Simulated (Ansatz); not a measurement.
ZnO, rock salt type; equations of state without spin from Ansatz PAW hard set, 700 eV.

PBE (k-mesh 22³, smearing 0.061 eV) gives V₀ = 10.142 Å³/atom and B₀ = 165 GPa.

**Question.** What does r²SCAN give (700 eV, k-mesh 13³, smearing 0.1 eV)?

**Answer.** V₀ = 9.715 Å³/atom (-4.2 %) and B₀ = 193 GPa (+17 %).

This cubic structure is a model: it isn't the usual form of the substance at ambient conditions, and such phases are metastable or hypothetical. Potentials made with PBE were used with another functional (at least in: Ansatz PAW hard set, 700 eV (r²SCAN)).
